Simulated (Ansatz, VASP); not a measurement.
# GaN: VASP beside Ansatz, part 2 of 2

Wanted: the spread between two codes on one cell, functional and k mesh. The cell is taken from a series of VASP runs on this material, whose earlier steps may have relaxed, scaled or displaced it; both programs get it as it stands.

VASP 6.6.1 and Ansatz 0.2.0.

So far: The starting structure; Ansatz: band structure, r2SCAN-EpsX with an exact-exchange share of 0.173.

## (3) VASP: band structure, r2SCAN-EpsX with an exact-exchange share of 0.173

Level of this step: r2SCAN-EpsX, exact-exchange share 1/5.781; plane waves and PAW (Ga_d, N) (VASP).

The same cell, functional, mesh and smearing now go to VASP, with its own data sets and cutoff.

Lines of VASP's logs that name or quote its potential files are left out, and so is its time.

The run reads the wave functions of an earlier VASP run, which isn't shown here.

INCAR reads:

```
SYSTEM = GaN
PREC = Accurate
ENCUT = 460
EDIFF = 1E-06
NELM = 100
ISMEAR = 0
SIGMA = 0.03
LREAL = .FALSE.
ALGO = Normal
LHFCALC = .TRUE.
AEXX = 0.173
METAGGA = R2SCAN
LASPH = .TRUE.
NBANDS = 24
PRECFOCK = Fast
HFRCUT = -1
LORBIT = 11
LWAVE = .FALSE.
LCHARG = .FALSE.
KPAR = 8
```

POSCAR reads:

```
GaN
1.0
    3.1900000000      0.0000000000      0.0000000000
   -1.5950000000      2.7626210381      0.0000000000
    0.0000000000      0.0000000000      5.1890000000
Ga N
2 2
Direct
    0.3333333333      0.6666666667      0.5000000000
    0.6666666667      0.3333333333      0.0000000000
    0.3333333333      0.6666666667      0.8750000000
    0.6666666667      0.3333333333      0.3750000000
```

KPOINTS reads:

```
Automatic mesh
0
Gamma
5 5 3
0 0 0
```

KPOINTS_OPT reads:

```
Line mode
10
Line-mode
Reciprocal
  0.00000000   0.00000000   0.00000000 GAMMA
  0.50000000   0.00000000   0.00000000 M

  0.50000000   0.00000000   0.00000000 M
  0.33333333   0.33333333   0.00000000 K

  0.33333333   0.33333333   0.00000000 K
  0.00000000   0.00000000   0.00000000 GAMMA

  0.00000000   0.00000000   0.00000000 GAMMA
  0.00000000   0.00000000   0.50000000 A

  0.00000000   0.00000000   0.50000000 A
  0.50000000   0.00000000   0.50000000 L

  0.50000000   0.00000000   0.50000000 L
  0.33333333   0.33333333   0.50000000 H

  0.33333333   0.33333333   0.50000000 H
  0.00000000   0.00000000   0.50000000 A

  0.50000000   0.00000000   0.50000000 L
  0.50000000   0.00000000   0.00000000 M

  0.33333333   0.33333333   0.00000000 K
  0.33333333   0.33333333   0.50000000 H
```

PAW data sets: Ga_d and N (PBE family, release 64).

The run is started by

```
$ mpirun -np 8 vasp_std
```

Numbers of over 12 decimals in the logs are rounded to 6 here.

Output:

```text
[banner, memory and clock lines left out]
running    8 mpi-ranks, on    1 nodes
 distrk:  each k-point on    1 cores,    8 groups
 distr:  one band on    1 cores,    1 groups

 POSCAR found type information on POSCAR GaN
 POSCAR found :  2 types and       4 ions
|                                                                             |
|           W    W    AA    RRRRR   N    N  II  N    N   GGGG   !!!           |
|           W    W   A  A   R    R  NN   N  II  NN   N  G    G  !!!           |
|           W    W  A    A  R    R  N N  N  II  N N  N  G       !!!           |
|           W WW W  AAAAAA  RRRRR   N  N N  II  N  N N  G  GGG   !            |
|           WW  WW  A    A  R   R   N   NN  II  N   NN  G    G                |
|           W    W  A    A  R    R  N    N  II  N    N   GGGG   !!!           |
|                                                                             |
|     For optimal performance we recommend to set                             |
|       NCORE = 2 up to number-of-cores-per-socket                            |
|     NCORE specifies how many cores store one orbital (NPAR=cpu/NCORE).      |
|     This setting can greatly improve the performance of VASP for DFT.       |
|     The default, NCORE=1 might be grossly inefficient on modern             |
|     multi-core architectures or massively parallel machines. Do your        |
|     Unfortunately you need to use the default for GW and RPA                |
|     calculations (for HF NCORE is supported but not extensively tested      |
|     yet).                                                                   |
|                                                                             |

|                                                                             |
|               ----> ADVICE to this user running VASP <----                  |
|                                                                             |
|     You enforced a specific xc type in the INCAR file but a different       |
|     [... a line on the potential file left out ...]
|     I HOPE YOU KNOW WHAT YOU ARE DOING!                                     |
|                                                                             |

 LDA part: xc-table for (None), standard interpolation
 found WAVECAR, reading the header
 POSCAR, INCAR and KPOINTS ok, starting setup
 FFT: planning ... GRIDC
 FFT: planning ... GRID_SOFT
 FFT: planning ... GRID
 HFRCUT set to (new)   9.355265
 reading WAVECAR
 the WAVECAR file was read successfully
 initial charge from wavefunction
 entering main loop
       N       E                     dE             d eps       ncg     rms          rms(c)
DAV:   1    -0.454904169324E+02   -0.45490E+02   -0.28397E+00   592   0.344E+01    0.145E+00
DAV:   2    -0.454531258430E+02    0.37291E-01   -0.31641E-01   656   0.983E+00    0.851E-01
DAV:   3    -0.454467672877E+02    0.63586E-02   -0.56027E-02   784   0.320E+00    0.549E-01
DAV:   4    -0.454478444020E+02   -0.10771E-02   -0.77161E-03   768   0.962E-01    0.329E-01
DAV:   5    -0.454480069343E+02   -0.16253E-03   -0.47949E-04   776   0.284E-01    0.187E-01
DAV:   6    -0.454480527535E+02   -0.45819E-04   -0.78575E-05   552   0.876E-02    0.107E-01
DAV:   7    -0.454480781591E+02   -0.25406E-04   -0.15161E-05   672   0.489E-02    0.618E-02
DAV:   8    -0.454480934818E+02   -0.15323E-04   -0.58794E-06   592   0.342E-02    0.368E-02
DAV:   9    -0.454481034189E+02   -0.99371E-05   -0.37122E-06   520   0.223E-02    0.216E-02
DAV:  10    -0.454481096024E+02   -0.61836E-05   -0.20134E-06   440   0.133E-02    0.130E-02
DAV:  11    -0.454481133063E+02   -0.37039E-05   -0.39107E-07   272   0.807E-03    0.796E-03
DAV:  12    -0.454481155727E+02   -0.22664E-05   -0.31098E-07   264   0.602E-03    0.478E-03
DAV:  13    -0.454481169505E+02   -0.13777E-05   -0.11561E-07   264   0.417E-03    0.291E-03
DAV:  14    -0.454481177741E+02   -0.82361E-06   -0.76140E-08   240   0.308E-03
   1 F= -.45448118E+02 E0= -.45448118E+02  d E =-.959377E-15
 Start KPOINTS_OPT (optional k-point list driver)
k-point batch [1-10\90]
       N       E                     dE             ncg
DAV:   1     0.800918077336E+03   -0.60944E+04      520
DAV:   2    -0.205807323942E+04   -0.28590E+04      488
DAV:   3    -0.242326739548E+04   -0.36519E+03      552
DAV:   4    -0.243908068918E+04   -0.15813E+02      648
DAV:   5    -0.243937030973E+04   -0.28962E+00      624
DAV:   6    -0.243938159428E+04   -0.11285E-01      776
DAV:   7    -0.243938180812E+04   -0.21385E-03      624
DAV:   8    -0.243938181265E+04   -0.45265E-05      568
DAV:   9    -0.243938181283E+04   -0.17748E-06      440
[...]
k-point batch [81-90\90]
       N       E                     dE             ncg
DAV:   1     0.595232101127E+03   -0.14089E+05      520
DAV:   2    -0.223156060034E+04   -0.28268E+04      512
DAV:   3    -0.255362264074E+04   -0.32206E+03      608
DAV:   4    -0.256524727805E+04   -0.11625E+02      560
DAV:   5    -0.256547112541E+04   -0.22385E+00      608
DAV:   6    -0.256547935481E+04   -0.82294E-02      720
DAV:   7    -0.256547944037E+04   -0.85558E-04      576
DAV:   8    -0.256547944121E+04   -0.84597E-06      376
```

From OUTCAR (step 3):

```text
ion  position               nearest neighbor table
   1  0.333  0.667  0.500-   3 1.95   4 1.95   4 1.95   4 1.95
   2  0.667  0.333  0.000-   4 1.95   3 1.95   3 1.95   3 1.95
   3  0.333  0.667  0.875-   1 1.95   2 1.95   2 1.95   2 1.95
   4  0.667  0.333  0.375-   2 1.95   1 1.95   1 1.95   1 1.95

  LATTYP: Found a hexagonal cell.
 ALAT       =     3.1900000000
 C/A-ratio  =     1.6266457680

 Subroutine GETGRP returns: Found 12 space group operations
 (whereof  6 operations were pure point group operations)

The static configuration has the point symmetry C_3v.
 The point group associated with its full space group is C_6v.

 Found     10 irreducible k-points:

   k-points           NKPTS =     10   k-points in BZ     NKDIM =     75   number of bands    NBANDS=     24

   dimension x,y,z NGX =    24 NGY =   24 NGZ =   36
   dimension x,y,z NGXF=    48 NGYF=   48 NGZF=   72

   ENCUT  =  460.0 eV  33.81 Ry    5.81 a.u.   5.58  5.58  9.07*2*pi/ulx,y,z

   NELECT =      36.0000    total number of electrons

 k-points in reciprocal lattice and weights: Automatic mesh
   0.00000000  0.00000000  0.00000000       0.013
   0.20000000  0.00000000  0.00000000       0.080
   0.40000000 -0.00000000  0.00000000       0.080
   0.20000000  0.20000000  0.00000000       0.080
   0.40000000  0.20000000  0.00000000       0.080
   0.00000000  0.00000000  0.33333333       0.027
   0.20000000  0.00000000  0.33333333       0.160
   0.40000000 -0.00000000  0.33333333       0.160
   0.20000000  0.20000000  0.33333333       0.160
   0.40000000  0.20000000  0.33333333       0.160

  exchange ACFDT corr.  =         0.00000000  see jH, gK, PRB 81, 115126

 average (electrostatic) potential at core
       1 -62.1937       2 -62.1937       3 -60.4885       4 -60.4885

 E-fermi :   4.4505

 k-point     1 :       0.0000    0.0000    0.0000
  band No.  band energies     occupation
    ...
     14       3.1646      2.00000
     15       3.1646      2.00000
     16       4.2412      2.00000
     17       4.2949      2.00000
     18       4.2949      2.00000
     19       7.8713      0.00000
     20      10.4562      0.00000
     21      15.7975      0.00000
     22      16.2949      0.00000
     23      16.2950      0.00000
    ...

 k-point     2 :       0.2000    0.0000    0.0000
  band No.  band energies     occupation
    ...
     14       0.8519      2.00000
     15       2.0172      2.00000
     16       2.4346      2.00000
     17       3.7892      2.00000
     18       3.9403      2.00000
     19       9.8541      0.00000
     20      12.0768      0.00000
     21      14.1310      0.00000
     22      15.1142      0.00000
     23      16.8042      0.00000
    ...

 k-point     3 :       0.4000   -0.0000    0.0000
  band No.  band energies     occupation
    ...
     14      -1.0432      2.00000
     15      -0.3906      2.00000
     16       1.4829      2.00000
     17       2.4057      2.00000
     18       3.3361      2.00000
     19      11.1503      0.00000
     20      11.8382      0.00000
     21      12.3923      0.00000
     22      15.0989      0.00000
     23      16.8265      0.00000
    ...

  energy-cutoff  :      460.00
  volume of cell :       45.73
      direct lattice vectors                 reciprocal lattice vectors
     3.190000000  0.000000000  0.000000000     0.313479624  0.180987545  0.000000000
    -1.595000000  2.762621038  0.000000000     0.000000000  0.361975090  0.000000000
     0.000000000  0.000000000  5.189000000     0.000000000  0.000000000  0.192715359

 POSITION                                       TOTAL-FORCE (eV/Angst)
 -----------------------------------------------------------------------------------
     -0.00000      1.84175      2.59450         0.000000     -0.000000     -0.143508
      1.59500      0.92087      0.00000        -0.000000      0.000000     -0.143508
     -0.00000      1.84175      4.54038        -0.000000      0.000000      0.143508
      1.59500      0.92087      1.94588         0.000000     -0.000000      0.143508
 -----------------------------------------------------------------------------------
    total drift:                                0.000001      0.000002     -0.039509

  FREE ENERGIE OF THE ION-ELECTRON SYSTEM (eV)
  ---------------------------------------------------
  free  energy   TOTEN  =       -45.4481177741 eV

  energy  without entropy=      -45.4481177741  energy(sigma->0) =      -45.44811777

 total charge
# of ion       s       p       d       tot
------------------------------------------
    1        0.736   0.875  10.203  11.814
    2        0.736   0.875  10.203  11.814
    3        1.231   2.537   0.000   3.768
    4        1.231   2.537   0.000   3.768
--------------------------------------------------
tot          3.936   6.823  20.406  31.164

[... 3 further parts left out ...]
```

## (4) Comparison

Known differences besides the potentials themselves: exact exchange at q = 0 is treated differently, which shows on coarse meshes; VASP keeps PBE cores, Ansatz makes them for the functional; the cutoff is 500 eV in Ansatz and 460 eV in VASP; VASP takes a coarser grid for exact exchange (PRECFOCK = Fast). Total energies have different zeros and are not compared.

Both answers:

```
                     quantity  Ansatz   VASP  difference
gap over the path points (eV)   3.568  3.576      -0.008
```

Forces (eV/Å; atoms numbered as in POSCAR):

```
atom        Ansatz x, y, z          VASP x, y, z
 Ga1  0.000, 0.000, -0.137  0.000, 0.000, -0.144
 Ga2  0.000, 0.000, -0.137  0.000, 0.000, -0.144
  N3   0.000, 0.000, 0.136   0.000, 0.000, 0.144
  N4   0.000, 0.000, 0.136   0.000, 0.000, 0.144
```

Levels at points of the path, from each program's valence-band top (eV; 4 filled, then empty):

```
k (reciprocal lattice)                                   Ansatz                                     VASP
     0.000 0.000 0.000    -1.13 -0.06 0.00 0.00 3.57 6.16 11.49    -1.13 -0.05 0.00 0.00 3.58 6.16 11.50
     0.444 0.000 0.000   -4.63 -2.91 -2.20 -1.02 6.85 7.49 7.93   -4.63 -2.91 -2.19 -1.02 6.85 7.49 7.93
     0.389 0.222 0.000   -4.88 -3.77 -2.71 -2.46 7.02 9.28 9.42   -4.88 -3.76 -2.70 -2.45 7.02 9.27 9.43
     0.185 0.185 0.000   -4.37 -2.89 -1.33 -1.20 7.26 8.63 9.43   -4.36 -2.88 -1.32 -1.20 7.26 8.63 9.42
     0.000 0.000 0.111  -1.10 -0.44 -0.04 -0.04 3.90 6.19 11.39  -1.10 -0.43 -0.04 -0.04 3.90 6.19 11.40
     0.000 0.000 0.500  -0.58 -0.58 -0.58 -0.58 6.10 6.10 10.64  -0.58 -0.58 -0.58 -0.58 6.10 6.10 10.64
     0.444 0.000 0.500   -2.08 -2.08 -2.04 -2.04 6.20 6.20 9.89   -2.08 -2.08 -2.05 -2.05 6.20 6.20 9.89
     0.389 0.222 0.500   -3.95 -3.95 -1.66 -1.66 7.68 7.68 9.93   -3.95 -3.95 -1.65 -1.65 7.68 7.68 9.94
     0.185 0.185 0.500   -2.52 -2.52 -1.97 -1.97 7.55 7.55 9.93   -2.51 -2.51 -1.97 -1.97 7.55 7.55 9.92
     0.500 0.000 0.389   -2.65 -2.40 -1.75 -1.73 5.85 6.58 9.65   -2.64 -2.40 -1.75 -1.73 5.85 6.58 9.64
```

The forces differ by 4.0 meV/Å r.m.s., which is 4.9 % of the r.m.s. force of 0.08 eV/Å (both taken over all components). Among the levels compared at these points, filled levels agree within 9 meV and empty ones within 12 meV.

## (5) Summary of results

```json
{
 "difference in gap over the path points (band structure, r2SCAN-EpsX with an exact-exchange share of 0.173)": "-0.0080 eV"
}
```

In words: The difference in gap over the path points is -0.0080 eV (band structure, r2SCAN-EpsX with an exact-exchange share of 0.173), within the 0.08 eV picked in this series as the mark of a large difference. How closely two codes agree says nothing of how well the functional describes the real material.

[Lines on the potential files, build, host, timing and source positions are cut from VASP's logs without a mark.]

[Logs are printed without paths, hosts, clocks, repeated set-up lines and the standing remarks that a program may print on its own settings, such as how far it seeks lower states.]

[Hosts, paths, dates, database ids (printed as entryN), source tags and the programs' standing remarks are cut or masked in the printed files.]
